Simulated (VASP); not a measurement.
# Mo (P-1) in VASP: convergence with ENAUG

Aim: find how far ENAUG must go before the results for Mo settle, at r2SCAN. This setting moves, with any that are tied to it; all else stays.

Program: VASP 6.6.1. These are calculated values, not measurements. Logs are shortened: lines on timing, memory, paths and dates and some standing lists are left out, and cuts for length are marked.

## (1) The cell of the first run

The typed cell holds 1 atom: a = 2.755 Å, b = 2.681 Å, c = 2.765 Å, α = 107.36°, β = 110.66°, γ = 109.43°.

The cell isn't the ideal one: cell strained at random at fixed volume.

## (2) With ENAUG 300

The input, INCAR:

```
ALGO = Normal
EDIFF = 1E-7
ENAUG = 300
ENCUT = 520
ISIF = 2
ISMEAR = 1
LASPH = T
LCHARG = F
LMIXTAU = T
LREAL = F
LWAVE = F
METAGGA = R2SCAN
NELM = 100
PREC = Medium
SIGMA = 0.1
```

The input, KPOINTS:

```
k-points
0
Gamma
  9 9 9
```

The input, POSCAR:

```
Mo
1.0
   -1.6035680000      1.5652510000      1.6019970000
    1.5764020000     -1.5282970000      1.5378770000
    1.6493540000      1.5740840000     -1.5650430000
Mo
1
Direct
    0.0006790000      0.0014610000      0.0009690000
```

Potentials or basis: VASP PAW PBE potentials, release 64 (Mo_sv).

On the command line:

```console
> cat potpaw_PBE.64/Mo_sv/POTCAR > POTCAR
> mpirun -np 1 vasp_std > vasp.out
```

Run time: 52 s. Hardware: 1 thread of Intel Xeon Platinum 8488C (Sapphire Rapids), shared host; peak memory 0.15 GiB.

Results:

```
Free energy            : -26.0731 eV
Pressure               : -3.0 GPa
Band gap on the k mesh : none (metal or under the smearing width)
```

## (3) With ENAUG 400

INCAR, as its differences from that of step 2:

```diff
@@ -2,3 +2,3 @@
 EDIFF = 1E-7
-ENAUG = 300
+ENAUG = 400
 ENCUT = 520
```

KPOINTS is that of step 2.

POSCAR is that of step 2.

Potentials or basis: VASP PAW PBE potentials, release 64 (Mo_sv).

On the command line:

```console
> cat potpaw_PBE.64/Mo_sv/POTCAR > POTCAR
> mpirun -np 1 vasp_std > vasp.out
```

Run time: 54 s. Hardware: 1 thread of Intel Xeon Platinum 8488C (Sapphire Rapids), shared host; peak memory 0.16 GiB.

What came out:

* Free energy: -26.0739 eV
* Pressure: -3.1 GPa
* Band gap on the k mesh: none (metal or under the smearing width)

## (4) With ENAUG 500

INCAR, as its differences from that of step 3:

```diff
@@ -2,3 +2,3 @@
 EDIFF = 1E-7
-ENAUG = 400
+ENAUG = 500
 ENCUT = 520
```

KPOINTS is that of step 3.

POSCAR is that of step 3.

On the command line:

```console
> cat potpaw_PBE.64/Mo_sv/POTCAR > POTCAR
> mpirun -np 1 vasp_std > vasp.out
```

Run time: 55 s. Hardware: 1 thread of Intel Xeon Platinum 8488C (Sapphire Rapids), shared host; peak memory 0.16 GiB.

What came out:

- Free energy: -26.0742 eV
- Pressure: -3.1 GPa
- Band gap on the k mesh: none (metal or under the smearing width)

## (5) With ENAUG 700

INCAR, as its differences from that of step 4:

```diff
@@ -2,3 +2,3 @@
 EDIFF = 1E-7
-ENAUG = 500
+ENAUG = 700
 ENCUT = 520
```

KPOINTS is that of step 4.

POSCAR is that of step 4.

On the command line:

```console
> cat potpaw_PBE.64/Mo_sv/POTCAR > POTCAR
> mpirun -np 1 vasp_std > vasp.out
```

It took 56 s on 1 thread of Intel Xeon Platinum 8488C (Sapphire Rapids), shared host; peak memory 0.16 GiB.

Results:

| Property | Result |
| --- | --- |
| Free energy | -26.0744 eV |
| Pressure | -3.1 GPa |
| Band gap on the k mesh | none (metal or under the smearing width) |

## (6) With ENAUG 900

INCAR, as its differences from that of step 5:

```diff
@@ -2,3 +2,3 @@
 EDIFF = 1E-7
-ENAUG = 700
+ENAUG = 900
 ENCUT = 520
```

KPOINTS is that of step 5.

POSCAR is that of step 5.

Potentials or basis: VASP PAW PBE potentials, release 64 (Mo_sv).

On the command line:

```console
> cat potpaw_PBE.64/Mo_sv/POTCAR > POTCAR
> mpirun -np 1 vasp_std > vasp.out
```

Wall time 54 s (1 thread of Intel Xeon Platinum 8488C (Sapphire Rapids), shared host); peak memory 0.16 GiB.

Results:

```yaml
Free_energy: -26.0743 eV
Pressure: -3.1 GPa
Band_gap_on_the_k_mesh: none (metal or under the smearing width)
```

## (7) With ENAUG 1200

INCAR, as its differences from that of step 6:

```diff
@@ -2,3 +2,3 @@
 EDIFF = 1E-7
-ENAUG = 900
+ENAUG = 1200
 ENCUT = 520
```

KPOINTS is that of step 6.

POSCAR is that of step 6.

On the command line:

```console
> cat potpaw_PBE.64/Mo_sv/POTCAR > POTCAR
> mpirun -np 1 vasp_std > vasp.out
```

Run time: 53 s. Hardware: 1 thread of Intel Xeon Platinum 8488C (Sapphire Rapids), shared host; peak memory 0.16 GiB.

What came out:

| Item | Value |
| --- | --- |
| Free energy | -26.0743 eV |
| Pressure | -3.1 GPa |
| Band gap on the k mesh | none (metal or under the smearing width) |

## (8) With ENAUG 1600

INCAR, as its differences from that of step 7:

```diff
@@ -2,3 +2,3 @@
 EDIFF = 1E-7
-ENAUG = 1200
+ENAUG = 1600
 ENCUT = 520
```

KPOINTS is that of step 7.

POSCAR is that of step 7.

Potentials or basis: VASP PAW PBE potentials, release 64 (Mo_sv).

On the command line:

```console
> cat potpaw_PBE.64/Mo_sv/POTCAR > POTCAR
> mpirun -np 1 vasp_std > vasp.out
```

OUTCAR:

```text
EDIFF = 1E-7
   ENCUT = 520
   ISIF = 2
   ISMEAR = 1
   LASPH = T
   LREAL = F
   METAGGA = R2SCAN
   NELM = 100
   PREC = Medium

 ion  position               nearest neighbor table
   1  0.001  0.001  0.001-

  LATTYP: Found a triclinic cell.
 ALAT       =     2.7654056932
 B/A-ratio  =     1.1666264097
 C/A-ratio  =     1.1355328333
 COS(alpha) =     0.0169023708
 COS(beta)  =     0.5643370232
 COS(gamma) =     0.6091864119

  Lattice vectors:

 A1 = (   1.6493540000,   1.5740840000,  -1.5650430000)
 A2 = (   3.2257560000,   0.0457870000,  -0.0271660000)
 A3 = (   0.0271660000,  -0.0369540000,  -3.1398740000)

Analysis of symmetry for initial positions (statically):
=====================================================================
 Subroutine PRICEL returns:
 Original cell was already a primitive cell.

 Routine SETGRP: Setting up the symmetry group for a
 triclinic supercell.

 Subroutine GETGRP returns: Found  2 space group operations
 (whereof  1 operations were pure point group operations)
 out of a pool of  2 trial point group operations.

The static configuration has the point symmetry C_1 .
 The point group associated with its full space group is S_2 .

Analysis of symmetry for dynamics (positions and initial velocities):
=====================================================================
 Subroutine PRICEL returns:
 Original cell was already a primitive cell.

 Routine SETGRP: Setting up the symmetry group for a
 triclinic supercell.

[... 145 lines left out ...]
  ext. energy  EPLUGINS =         0.00000000
  ---------------------------------------------------
  free energy    TOTEN  =       -26.07426061 eV

  energy without entropy =      -26.07413028  energy(sigma->0) =      -26.07421716

 E-fermi :  12.3286     XC(G=0): -14.5326

 val. band max:       12.3279807790   @ k =   0.1111  -0.2222   0.1111
 cond. band min:      12.3338594542   @ k =  -0.2222   0.1111   0.2222
 fundamental gap:      0.0058786752
 Fermi energy:        12.3286084195

 k-point     1 :       0.0000    0.0000    0.0000
  band No.  band energies     occupation
      1     -50.9496      2.00000
      2     -23.5042      2.00000
      3     -23.4853      2.00000
      4     -23.3794      2.00000
      5       4.6780      2.00000
      6      10.4641      2.00000
      7      10.9496      2.00000
      8      11.2273      2.00000
      9      13.9817     -0.00000
     10      14.3861      0.00000
     11      27.2266      0.00000
[... 309 lines left out ...]
 k-point    24 :      -0.0000    0.3333    0.0000
  band No.  band energies     occupation
      1     -50.7320      2.00000
      2     -24.5716      2.00000
      3     -23.8112      2.00000
      4     -23.4813      2.00000
      5       7.0712      2.00000
      6       9.4074      2.00000
      7      11.5348      2.00000
      8      13.6389     -0.00000
      9      14.3984      0.00000
     10      14.9585      0.00000
     11      26.1940      0.00000

 [... further k-points ...]

------------------------ aborting loop because EDIFF is reached ----------------------------------------

  FORCE on cell =-STRESS in cart. coord.  units (eV):
  Direction    XX          YY          ZZ          XY          YZ          ZX
  --------------------------------------------------------------------------------------
  -------------------------------------------------------------------------------------
  Total       -0.9033597     -0.0157631     -0.0151605     -0.2359172     -0.1794758      0.1201150
  in kB      -91.0757818     -1.5892151     -1.5284706    -23.7849231    -18.0945581     12.1098652
  external PRESSURE =     -31.3978225 kB  Pullay stress =       0.0000000 kB

 VOLUME and BASIS-vectors are now :
 -----------------------------------------------------------------------------
  energy-cutoff  :      520.00
  volume of cell :       15.89
      direct lattice vectors                 reciprocal lattice vectors
    -1.603568000  1.565251000  1.601997000    -0.001818382  0.314860158  0.314762713
     1.576402000 -1.528297000  1.537877000     0.312829056 -0.008344475  0.321288904
     1.649354000  1.574084000 -1.565043000     0.305537654  0.314095046 -0.001053174

 POSITION                                       TOTAL-FORCE (eV/Angst)
 -----------------------------------------------------------------------------------
      0.00281      0.00036      0.00182         0.000000      0.000000      0.000000
 -----------------------------------------------------------------------------------
    total drift:                               -0.000002      0.000006     -0.000006

  FREE ENERGIE OF THE ION-ELECTRON SYSTEM (eV)
  ---------------------------------------------------
  free  energy   TOTEN  =       -26.0742606061 eV

  energy  without entropy=      -26.0741302814  energy(sigma->0) =      -26.07421716
```

stdout:

```text
POSCAR found type information on POSCAR Mo
 POSCAR found :  1 types and       1 ions
 scaLAPACK will be used
 -----------------------------------------------------------------------------
|                                                                             |
|                                                                             |
|     You enforced a specific xc type in the INCAR file but a different       |
|     I HOPE YOU KNOW WHAT YOU ARE DOING!                                     |
|                                                                             |
 -----------------------------------------------------------------------------

 LDA part: xc-table for (None), standard interpolation
 POSCAR, INCAR and KPOINTS ok, starting setup
 FFT: planning ... GRIDC
 FFT: planning ... GRID_SOFT
 FFT: planning ... GRID
 WAVECAR not read
 entering main loop
```

Wall time 57 s (1 thread of Intel Xeon Platinum 8488C (Sapphire Rapids), shared host); peak memory 0.17 GiB.

Results:

| Item | Value |
| --- | --- |
| Free energy | -26.0743 eV |
| Pressure | -3.1 GPa |
| Band gap on the k mesh | none (metal or under the smearing width) |

## (9) Summary

```csv
ENAUG,"energy less the tightest run, at zero smearing (meV/atom)",pressure (GPa),SCF cycles,CPU time (s),peak memory (GiB)
300,1.14,-3.02,17,52,0.15
400,0.36,-3.08,17,53,0.16
500,0.07,-3.11,17,54,0.16
700,-0.12,-3.13,17,55,0.16
900,-0.07,-3.14,17,53,0.16
1200,-0.03,-3.14,17,52,0.16
1600,0.00,-3.14,17,56,0.17
```

Against the tightest run, the energy stays within 1 meV/atom from 400 on; the pressure stays within 0.1 GPa from 400 on. The tightest run that finished is the yardstick and may itself not be fully converged.

Caveats: the PAW data sets were made with another functional, which shifts forces and pressure a little.
